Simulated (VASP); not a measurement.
Runs of VASP 6.6.1 on InP. Symmetry: F-43m, No. 216, cubic system. Conventional cell: a = 5.868 Å, b = 5.868 Å, c = 5.868 Å, α = 90.00°, β = 90.00°, γ = 90.00°. Around In (site symmetry -43m) lie 4 P at 2.54 Å. Around P (site symmetry -43m) lie 4 In at 2.54 Å. The cell was built by a generator and isn't the measured one.

| cell | P gpa | target pressure | gap on the mesh (eV) | pressure (GPa) |
| --- | --- | --- | --- | --- |
| relaxed to 2.5 GPa | 2.5 | 2.5 GPa | 0.75 | 2.5 |
| relaxed to 5 GPa | 5 | 5 GPa | 0.91 | 5.0 |
| relaxed to 8.2 GPa | 8.2 | 8.2 GPa | 1.09 | 8.2 |
| relaxed | 0 | - | (a) | 0.0 |

Alike in all rows: task relaxation of cell and atoms; level PBEsol; potentials or basis VASP PAW PBE potentials, release 64 (In_d, P); no spin polarisation; k mesh 10 × 10 × 10; cutoff (eV) 600; smearing fermi-dirac 0.05 eV.

Task: Estimate the missing entries.

Result: (a) 0.57.

Caveats: the PAW data sets were made with another functional, which shifts forces and pressure a little; spin-orbit coupling is left out, which moves the levels of the heavy elements; the cell is relaxed towards a set pressure, so the enthalpy falls and the energy may rise (some runs).

A k mesh can miss the band edges, and the runs leave out spin-orbit coupling on In.

Runs at the PBE level aren't shown here.
